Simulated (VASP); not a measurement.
## NiO under changes of volume

One of the cells (8.945 Å³/atom); the others are scaled copies at fixed shape and fractional positions:

```
CELL_PARAMETERS angstrom
0.00000 2.07583 2.07583
2.07583 0.00000 2.07583
2.07583 2.07583 0.00000
ATOMIC_POSITIONS crystal
Ni 0.00000 0.00000 0.00000
O 0.75000 0.75000 0.75000
```

The cell was built by a generator and needn't be a form met in nature.

| Property | Result |
| --- | --- |
| Program | VASP 6.6.1 |
| Functional | PBE |
| Potentials or basis | VASP PAW PBE potentials, release 64 (Ni, O) |
| Cutoff | 520 eV |
| k mesh | 11 × 11 × 11 |
| Occupations | fermi-dirac, width 0.05 eV |
| Spin | collinear spin, ferromagnetic start |
| Starting moments | [1.0, 0.0] μB |

| volume (Å³/atom) | energy over the lowest point (meV/atom) | pressure (GPa) | moment (μB per cell) |
| --- | --- | --- | --- |
| 8.243 | 407.74 | 87.4 | 0.67 |
| 8.419 | 317.02 | 77.6 | 0.83 |
| 8.594 | 236.55 | 68.7 | 0.92 |
| 8.945 | ? | ? | ? |
| 9.120 | 48.14 | 46.8 | 1.22 |
| 9.296 | 0.00 | 40.9 | 1.31 |

Task: What does the run at 8.945 Å³/atom give?

Result: Energy over the lowest point 103.18 meV/atom; pressure 53.3 GPa; moment 1.11 μB per cell.

Worked out: A Birch-Murnaghan fit of order 3 (a polynomial in V^(-2/3)) to the other rows has no minimum within the range. It gives 102.88 meV/atom at 8.945 Å³/atom, against the run's 103.18, and -dE/dV = 53.6 GPa, against 53.3. A parabola through the other rows of the moment, of slope 0.536 μB per Å³/atom there, gives 1.14 μB, against the run's 1.11.

Energies are extrapolated to zero smearing.

Caveats: a cell with one magnetic atom can't hold antiferromagnetic order, which such compounds often take; the cell as given lies far from equilibrium (some runs).
